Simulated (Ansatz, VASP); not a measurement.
**Ge21H20 (Ge wire along [100], 21 atoms a period, H-terminated) in two plane-wave programs**

Aim: how closely do two programs agree when they are given the same cell, functional and k mesh? The structure shown is the start of the Ansatz relaxation below; VASP solves that cell, so the two are compared at the walk's first step.

Main program and level: Ansatz 0.2.0; plane waves, with VASP 6.6.1 beside it; single point at PBE.

## (1) The starting structure

The cell holds 41 atoms: 21 Ge and 20 H. Its edges and angles: a = 17.241 Å, b = 17.241 Å, c = 5.760 Å, α = 90.0°, β = 90.0°, γ = 90.0°. Vacuum lies along a and b. The structure's axis is c.

## (2) Ansatz: relaxation, PBE

Ansatz runs on its PAW soft_1 files.

The two programs are compared at the cell with which this relaxation starts, whose forces are those of its first step.

The input, input.yaml:

```yaml
crystal:
  lattice:
    - [17.241, 0.0, 0.0]
    - [0.0, 17.241, 0.0]
    - [0.0, 0.0, 5.76]
  atoms:
    - { symbol: Ge, position: [0.332965978, 0.332965978, 0.0] }
    - { symbol: Ge, position: [0.332965978, 0.667053328, 0.0] }
    - { symbol: Ge, position: [0.500009653, 0.500009653, 0.0] }
    - { symbol: Ge, position: [0.667053328, 0.332965978, 0.0] }
    - { symbol: Ge, position: [0.667053328, 0.667053328, 0.0] }
    - { symbol: H, position: [0.197204338, 0.531291688, 0.093634302] }
    - { symbol: H, position: [0.468727617, 0.802814967, 0.093634302] }
    - { symbol: H, position: [0.531291688, 0.197204338, 0.093634302] }
    - { symbol: H, position: [0.802814967, 0.468727617, 0.093634302] }
    - { symbol: H, position: [0.280726176, 0.280726176, 0.156365698] }
    - { symbol: H, position: [0.719293129, 0.719293129, 0.156365698] }
    - { symbol: Ge, position: [0.24944414, 0.58353149, 0.25] }
    - { symbol: Ge, position: [0.416487815, 0.416487815, 0.25] }
    - { symbol: Ge, position: [0.416487815, 0.750575165, 0.25] }
    - { symbol: Ge, position: [0.58353149, 0.24944414, 0.25] }
    - { symbol: Ge, position: [0.58353149, 0.58353149, 0.25] }
    - { symbol: Ge, position: [0.750575165, 0.416487815, 0.25] }
    - { symbol: H, position: [0.197204338, 0.635771292, 0.406365698] }
    - { symbol: H, position: [0.364248013, 0.802814967, 0.406365698] }
    - { symbol: H, position: [0.635771292, 0.197204338, 0.406365698] }
    - { symbol: H, position: [0.802814967, 0.364248013, 0.406365698] }
    - { symbol: Ge, position: [0.332965978, 0.500009653, 0.5] }
    - { symbol: Ge, position: [0.500009653, 0.332965978, 0.5] }
    - { symbol: Ge, position: [0.500009653, 0.667053328, 0.5] }
    - { symbol: Ge, position: [0.667053328, 0.500009653, 0.5] }
    - { symbol: H, position: [0.197204338, 0.364248013, 0.593634302] }
    - { symbol: H, position: [0.364248013, 0.197204338, 0.593634302] }
    - { symbol: H, position: [0.635771292, 0.802814967, 0.593634302] }
    - { symbol: H, position: [0.802814967, 0.635771292, 0.593634302] }
    - { symbol: Ge, position: [0.24944414, 0.416487815, 0.75] }
    - { symbol: Ge, position: [0.416487815, 0.24944414, 0.75] }
    - { symbol: Ge, position: [0.416487815, 0.58353149, 0.75] }
    - { symbol: Ge, position: [0.58353149, 0.416487815, 0.75] }
    - { symbol: Ge, position: [0.58353149, 0.750575165, 0.75] }
    - { symbol: Ge, position: [0.750575165, 0.58353149, 0.75] }
    - { symbol: H, position: [0.280726176, 0.719293129, 0.843634302] }
    - { symbol: H, position: [0.719293129, 0.280726176, 0.843634302] }
    - { symbol: H, position: [0.197204338, 0.468727617, 0.906365698] }
    - { symbol: H, position: [0.468727617, 0.197204338, 0.906365698] }
    - { symbol: H, position: [0.531291688, 0.802814967, 0.906365698] }
    - { symbol: H, position: [0.802814967, 0.531291688, 0.906365698] }
kpoints:
  mp_grid: { grid: [1, 1, 14] }
scf:
  occupations: { method: fermi_dirac, width: 0.05 }
hamiltonian:
  xc: pbe
  pseudopotentials: { kind: paw, azcp: { folder: soft_1 } }
relax:
  cell: { fix: [a, b, alpha, beta, gamma] }
  max_steps: 45
  f_tol: 0.03
```

Run with:

```bash
$ ansatz run input.yaml --threads 4 --pin off --max-ram 16384MiB --backend cpu --events-out ev --progress --plain --runs-dir out
```

Numbers of over 12 decimals in the logs are rounded to 6 here.

Output:

```text
Engine: ansatz 0.2.0, aarch64-unknown-linux-gnu
Pseudopotentials: kind: paw
Pseudopotential: Ge, paw, valence charge 14, recommended cutoff 420 eV (normal), soft_1/Ge.paw.azcp
Pseudopotential: H, paw, valence charge 1, recommended cutoff 420 eV (normal), soft_1/H.paw.azcp
Functional definition: PBE
  parameter kappa = 0.804
  parameter beta = 0.066725
  exchange = pbe_x(kappa = kappa, mu = beta*pi^2/3)
  correlation = pbe_c(beta = beta)
Crystal: 41 atoms, lattice volume = 1712.172 Å³
Basis set: ecut = 420 eV, 33539 PW (Γ), exchange–correlation on 240×240×80 points (8 copies of the dense FFT grid, shifted against one another)
Bands: 198, of which v1, the nominal top of the filled ones, is band 157 counted from 1 (156 counted from 0)
Symmetry: 8 space group operations
Space group: P-42m (ITA 111), of the structure as read, at distance tolerance 1.2e-4 Å
k-points: 8 of 14
Non-local potential: Ge, projectors of the file, l = 0: 2, l = 1: 2, l = 2: 3, l = 3: 1
Non-local potential: H, projectors of the file, l = 0: 2, l = 1: 1
PAW form: soft (Blöchl's): semilocal exchange-correlation on the pseudo side does not see the compensation charge
PAW one-centre angular grid: Ge, 590 points (default); XC on 64 Gauss nodes
PAW one-centre angular grid: H, 110 points (default); XC on 64 Gauss nodes
Initial density: superposition of atomic densities (neutral atoms: chi_scale 0, normalization atom)
Initial wavefunctions: pseudopotential atomic-orbital guess
Functional: x = pbe(κ = 0.804, μ = 0.219515), c = pbe(β = 0.066725)
SCF iter   1: F=—  HF=-90511.986891 eV  |F-HF|=—  |Δ(HF+E_count)|=         —  Δρ=3.50e-2  dr2=1.76e1  ethr=3.10e-3  ⟨swp⟩=6.2  Hψ=6237  notcnv=0  defer=95
preconditioner: auto → Resta (q_TF=auto, 2.056 Å⁻¹)  ε∞=1.5  [insulator: Δε(μ)=2.290 eV  Ē_g=21.811 eV  σ=0.050 eV  W_gap=1.00  n_scr=234 (ndim 8)  ℏωp=15.9 eV  f_vac=0.551  D(μ)=0.00/eV (n_scr^D=0)  ε∞_Penn≈1.5  vacuum switching on, ρ_ref=3.5e-2 e/Å³]
SCF iter   2: F=—  HF=-90508.047405 eV  |F-HF|=—  |Δ(HF+E_count)|=    3.94e0  Δρ=1.51e-2  dr2=3.92e0  ethr=3.10e-3  ⟨swp⟩=3.0  Hψ=2240  notcnv=0  defer=254
SCF iter   3: F=—  HF=-90508.035612 eV  |F-HF|=—  |Δ(HF+E_count)|=   1.18e-2  Δρ=5.72e-3  dr2=5.26e0  ethr=1.25e-3  ⟨swp⟩=4.0  Hψ=2156  notcnv=0  defer=255
SCF iter   4: F=—  HF=-90507.142337 eV  |F-HF|=—  |Δ(HF+E_count)|=   8.93e-1  Δρ=1.71e-3  dr2=5.77e-2  ethr=1.25e-3  ⟨swp⟩=3.0  Hψ=1982  notcnv=0  defer=253
SCF iter   5: F=—  HF=-90507.146149 eV  |F-HF|=—  |Δ(HF+E_count)|=   3.81e-3  Δρ=6.78e-4  dr2=3.80e-3  ethr=1.84e-5  ⟨swp⟩=2.1  Hψ=1755  notcnv=0  defer=252
SCF iter   6: F=—  HF=-90507.148425 eV  |F-HF|=—  |Δ(HF+E_count)|=   2.28e-3  Δρ=1.50e-4  dr2=2.86e-4  ethr=1.21e-6  ⟨swp⟩=2.0  Hψ=2588  notcnv=0  defer=252
SCF iter   7: F=—  HF=-90507.148523 eV  |F-HF|=—  |Δ(HF+E_count)|=   9.75e-5  Δρ=4.01e-5  dr2=2.20e-5  ethr=9.10e-8  ⟨swp⟩=2.0  Hψ=2588  notcnv=0  defer=252
SCF iter   8: F=—  HF=-90507.148978 eV  |F-HF|=—  |Δ(HF+E_count)|=   4.55e-4  Δρ=1.44e-5  dr2=3.03e-6  ethr=7.02e-9  ⟨swp⟩=2.0  Hψ=2806  notcnv=0  defer=252
SCF iter   9: F=—  HF=-90507.148981 eV  |F-HF|=—  |Δ(HF+E_count)|=   2.81e-6  Δρ=4.51e-6  dr2=4.73e-7  ethr=9.65e-10  ⟨swp⟩=2.0  Hψ=2588  notcnv=0  defer=252
SCF iter  10: F=-90507.148981 eV  HF=-90507.148981 eV  |F-HF|=6.62e-9  |Δ(HF+E_count)|=   1.29e-7  Δρ=1.07e-6  dr2=1.41e-8  ethr=3.18e-11  ⟨swp⟩=5.0  Hψ=4608  notcnv=0
SCF 1 converged in 10 iterations: F = -90507.148981 eV  dr2 = 1.41e-8
  greatest PAW one-centre occupation: 0.998 electrons in one spin orbital (limit 2), on the Ge atom at site 11 (counted from 0), in its partial waves of l = 2
relax step   1: F+E_penalty+E_count = -90507.14898083 eV  Δ(F+E_penalty+E_count) = +0.000e0 eV  max|allowed force component| = 2.949e-1 eV/Å  Δτ_max = 0.0000 Å  P = -0.345 GPa  Ω = 1712.172 Å³  fix = [a, b, alpha, beta, gamma]  reactions: a -0.423, b -0.423 GPa  (10 SCF iters, dr2 threshold 1.00e-7 eV, accepted)
Crystal: 41 atoms, lattice volume = 1724.171 Å³
Basis set: ecut = 420 eV, 33707 PW (Γ), exchange–correlation on 240×240×80 points (8 copies of the dense FFT grid, shifted against one another)
Initial density: handed on by an earlier stage of this run
Initial wavefunctions: those handed on with the density
iter 1 solved again at ethr=2.88e-4 eV; its pass at ethr=3.10e-3 eV (dr2=9.04e-1 eV) is discarded
SCF iter   1: F=—  HF=-90507.647507 eV  |F-HF|=—  |Δ(HF+E_count)|=         —  Δρ=1.02e-2  dr2=9.11e-1  ethr=2.88e-4  ⟨swp⟩=4.9  Hψ=7001  notcnv=0
preconditioner: auto → Resta (q_TF=auto, 2.054 Å⁻¹)  ε∞=1.5  [insulator: Δε(μ)=2.344 eV  Ē_g=21.784 eV  σ=0.050 eV  W_gap=1.00  n_scr=234 (ndim 8)  ℏωp=15.8 eV  f_vac=0.595  D(μ)=0.00/eV (n_scr^D=0)  ε∞_Penn≈1.5  vacuum switching on, ρ_ref=3.4e-2 e/Å³]
SCF iter   2: F=—  HF=-90507.531989 eV  |F-HF|=—  |Δ(HF+E_count)|=   1.16e-1  Δρ=4.88e-3  dr2=2.05e-1  ethr=2.88e-4  ⟨swp⟩=3.1  Hψ=2407  notcnv=0  defer=32
[...]
SCF iter   2: F=—  HF=-90507.789960 eV  |F-HF|=—  |Δ(HF+E_count)|=   3.99e-3  Δρ=2.69e-5  dr2=3.20e-7  ethr=4.02e-10  ⟨swp⟩=3.0  Hψ=2503  notcnv=0
SCF iter   3: F=—  HF=-90507.791989 eV  |F-HF|=—  |Δ(HF+E_count)|=   2.03e-3  Δρ=2.77e-6  dr2=2.67e-7  ethr=1.02e-10  ⟨swp⟩=3.6  Hψ=3548  notcnv=0
[...]
SCF converged after 6 iterations
Free energy (F): -90507.792023 eV
Harris-Foulkes:  -90507.792023 eV  (|F-HF|=1.14e-7)
Internal energy: -90507.792023 eV  (E = F + TS)
E sigma→0 (E₀):  -90507.792023 eV
Fermi energy:    -0.436696 eV
--- Per-component energies (eV) ---
  E_band       = -5892.054929
  E_kinetic    = 2196.500491
  E_local      = -177170.423273  (includes V_loc(G=0)·N_el)
  E_nonlocal   = 4598.752972
  E_hartree    = 86114.387911
  E_xc         = -1666.899682
  E_vxc        = -1576.082587  (∫ρ·V_xc dr)
  E_paw        = -42310.524072  (= ΣΔE_a)
  E_vpaw       = -6169.554996  (= ΣTr[D̂ρ^β])
  E_aug_tail   = -0.018433  (compensation charges beyond the density's cutoff)
  E_ewald      = 37730.432063
  E_smearing   = -0.000000  (= −TS)
  E_closure    = -0.000000  (closes the sum)
  Σ components = -90507.792023   (vs F -90507.792023, Δ=0.00e0)
--- Forces (eV/Å), atoms counted from 1 ---
  atom   1  Ge     0.00428606     0.00428606     0.00978561
  atom   2  Ge     0.00428606    -0.00428606    -0.00978561
  atom   3  Ge    -0.00000000     0.00000000     0.00000000
  atom   4  Ge    -0.00428606     0.00428606    -0.00978561
  atom   5  Ge    -0.00428606    -0.00428606     0.00978561
  atom   6  H      0.00021455    -0.00255169    -0.00410647
  atom   7  H      0.00255169    -0.00021455    -0.00410647
  atom   8  H     -0.00255169     0.00021455    -0.00410647
  atom   9  H     -0.00021455     0.00255169    -0.00410647
  atom  10  H     -0.00044010    -0.00044010     0.00121426
  atom  11  H      0.00044010     0.00044010     0.00121426
  atom  12  Ge    -0.00415698     0.00641063     0.00187375
  atom  13  Ge     0.00473410     0.00473410     0.00507141
  atom  14  Ge    -0.00641063     0.00415698     0.00187375
  atom  15  Ge     0.00641063    -0.00415698     0.00187375
  atom  16  Ge    -0.00473410    -0.00473410     0.00507141
  atom  17  Ge     0.00415698    -0.00641063     0.00187375
  atom  18  H      0.00347275     0.00404294     0.00689530
  atom  19  H     -0.00404294    -0.00347275     0.00689530
  atom  20  H      0.00404294     0.00347275     0.00689530
  atom  21  H     -0.00347275    -0.00404294     0.00689530
  atom  22  Ge    -0.00568355    -0.00000000     0.00000000
  atom  23  Ge     0.00000000    -0.00568355     0.00000000
  atom  24  Ge     0.00000000     0.00568355     0.00000000
[...]
atom  34  Ge     0.00641063     0.00415698    -0.00187375
  atom  35  Ge     0.00415698     0.00641063    -0.00187375
  atom  36  H     -0.00044010     0.00044010    -0.00121426
  atom  37  H      0.00044010    -0.00044010    -0.00121426
  atom  38  H      0.00021455     0.00255169     0.00410647
  atom  39  H      0.00255169     0.00021455     0.00410647
  atom  40  H     -0.00255169    -0.00021455     0.00410647
  atom  41  H     -0.00021455    -0.00255169     0.00410647
  max |Σ_I F_I| component: 2.85e-18 eV/Å
--- Stress (GPa, compression-positive) ---
        0.002774       0.000000       0.000000
        0.000000       0.002774      -0.000000
        0.000000      -0.000000       0.005838
  P = ⅓ Tr σ = 0.0038 GPa (0.038 kbar)
--- Relaxed structure (6 steps of the walk, 6 accepted, 1 SCFs on fresh bases) ---
  F+E_penalty+E_count = -90507.79202282 eV   max|allowed force component| = 9.786e-3 eV/Å   (the final SCF, on the basis selected at the relaxed cell)
  cell:  # Å, volume = 1720.8328 Å³
    - [17.241, 0.0, 0.0]
    - [0.0, 17.241, 0]
    - [0.0, 0, 5.789136]
  atoms:
    - { symbol: Ge, position: [0.335377, 0.335377, -0.00526559] }
    - { symbol: Ge, position: [0.335377, 0.664642, 0.00526559] }
    - { symbol: Ge, position: [0.500010, 0.500010, 9.696116989707765e-19] }
    - { symbol: Ge, position: [0.664642, 0.335377, 0.00526559] }
    - { symbol: Ge, position: [0.664642, 0.664642, -0.00526559] }
    - { symbol: H, position: [0.189140, 0.543647, 0.141007] }
    - { symbol: H, position: [0.456372, 0.810880, 0.141007] }
    - { symbol: H, position: [0.543647, 0.189140, 0.141007] }
    - { symbol: H, position: [0.810880, 0.456372, 0.141007] }
    - { symbol: H, position: [0.282750, 0.282750, 0.146345] }
    - { symbol: H, position: [0.717270, 0.717270, 0.146345] }
    - { symbol: Ge, position: [0.253766, 0.588503, 0.268797] }
    - { symbol: Ge, position: [0.417352, 0.417352, 0.248259] }
    - { symbol: Ge, position: [0.411516, 0.746253, 0.268797] }
    - { symbol: Ge, position: [0.588503, 0.253766, 0.268797] }
    - { symbol: Ge, position: [0.582667, 0.582667, 0.248259] }
    - { symbol: Ge, position: [0.746253, 0.411516, 0.268797] }
    - { symbol: H, position: [0.213407, 0.645850, 0.436217] }
    - { symbol: H, position: [0.354169, 0.786613, 0.436217] }
    - { symbol: H, position: [0.645850, 0.213407, 0.436217] }
    - { symbol: H, position: [0.786613, 0.354169, 0.436217] }
    - { symbol: Ge, position: [0.334624, 0.500010, 0.5] }
    - { symbol: Ge, position: [0.500010, 0.334624, 0.5] }
    - { symbol: Ge, position: [0.500010, 0.665395, 0.5] }
    - { symbol: Ge, position: [0.665395, 0.500010, 0.5] }
    - { symbol: H, position: [0.213407, 0.354169, 0.563783] }
    - { symbol: H, position: [0.354169, 0.213407, 0.563783] }
    - { symbol: H, position: [0.645850, 0.786613, 0.563783] }
    - { symbol: H, position: [0.786613, 0.645850, 0.563783] }
    - { symbol: Ge, position: [0.253766, 0.411516, 0.731203] }
    - { symbol: Ge, position: [0.411516, 0.253766, 0.731203] }
    - { symbol: Ge, position: [0.417352, 0.582667, 0.751741] }
    - { symbol: Ge, position: [0.582667, 0.417352, 0.751741] }
    - { symbol: Ge, position: [0.588503, 0.746253, 0.731203] }
    - { symbol: Ge, position: [0.746253, 0.588503, 0.731203] }
    - { symbol: H, position: [0.282750, 0.717270, 0.853655] }
    - { symbol: H, position: [0.717270, 0.282750, 0.853655] }
    - { symbol: H, position: [0.189140, 0.456372, 0.858993] }
    - { symbol: H, position: [0.456372, 0.189140, 0.858993] }
    - { symbol: H, position: [0.543647, 0.810880, 0.858993] }
    - { symbol: H, position: [0.810880, 0.543647, 0.858993] }
```

In the SCF lines HF is the Harris–Foulkes energy and dr2 the Hartree energy of the density residual, in eV; the loop may stop once dr2 is under the threshold and the program's other checks hold. Hψ counts applications of the Hamiltonian.

[end of part 1 of 2]

[Lines on the potential files, build, host, timing and source positions are cut from VASP's logs without a mark.]

[Logs are printed without paths, hosts, clocks, repeated set-up lines and the standing remarks that a program may print on its own settings, such as how far it seeks lower states.]

[Hosts, paths, dates, database ids (printed as entryN), source tags and the programs' standing remarks are cut or masked in the printed files.]
